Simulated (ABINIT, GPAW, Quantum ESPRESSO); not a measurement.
## ZnS: band gap by level of theory

Symmetry: F-43m, No. 216, cubic system. The conventional cell has a = 5.404 Å, b = 5.404 Å, c = 5.404 Å, α = 90.00°, β = 90.00°, γ = 90.00°. Zn (site symmetry -43m) is surrounded by 4 S at 2.34 Å. S (site symmetry -43m) is surrounded by 4 Zn at 2.34 Å.

```csv
rung,level,program and potentials,cutoff (eV),k mesh,task,core time,chip,band gap (eV),notes
non-local van der Waals functional,vdW-DF2,"GPAW, GPAW PAW data sets (gpaw-data 1.2.1)",600,7 × 7 × 7,band structure,47 s,Arm Neoverse V2,2.09,potentials made for PBE; 9 valence electrons an atom on average
LDA,LDA,"GPAW, the program's PAW data sets (release 1.2.1) made for this functional",600,9 × 9 × 9,band structure,50 s,Arm Neoverse V1,1.86,9 valence electrons an atom on average
GGA,PBE,"Quantum ESPRESSO, SG15 PBE 1.2",952,6 × 6 × 6,single point,51 s,Intel Xeon Skylake/Cascade Lake,2.11,13 valence electrons an atom on average
GGA,PBE,"ABINIT, JTH PAW PBE v2.0",544,12 × 12 × 12,single point,62 s,Intel Xeon Platinum 8488C Sapphire Rapids,2.10,9 valence electrons an atom on average
meta-GGA,MS2,"GPAW, GPAW PAW data sets (gpaw-data 1.2.1)",600,7 × 7 × 7,band structure,2.2 min,Arm Neoverse V1,2.46,potentials made for PBE; 9 valence electrons an atom on average
```

Times are single runs on shared hosts and different chips, so they are rough; meshes, cutoffs and the tasks' sizes weigh on the time. All rows: no spin polarisation. Gaps are the least found on the k mesh or the band path, and a mesh can miss the band edges. The cell comes from a database and isn't always the measured one. Meshes differ between rows, which moves values too. All levels ran on this one cell, unrelaxed unless noted. Meshes are those of the run's cell of 2 atoms unless a note names another. Misses use the values as printed. Runs on faulty files, with rough fits or with known faults for this quantity aren't shown. No row holds spin-orbit coupling.

Measured: 3.72 eV at 300 K (a printed reference work).

Q: Which of the timed runs is the cheapest that comes within 0.3 eV of the measured band gap?

A: None of them does; the nearest misses by -1.26 eV. LDA and GGA gaps fall short mostly because these functionals lack the derivative discontinuity; the runs are for a static lattice, while measurements hold temperature and zero-point motion.
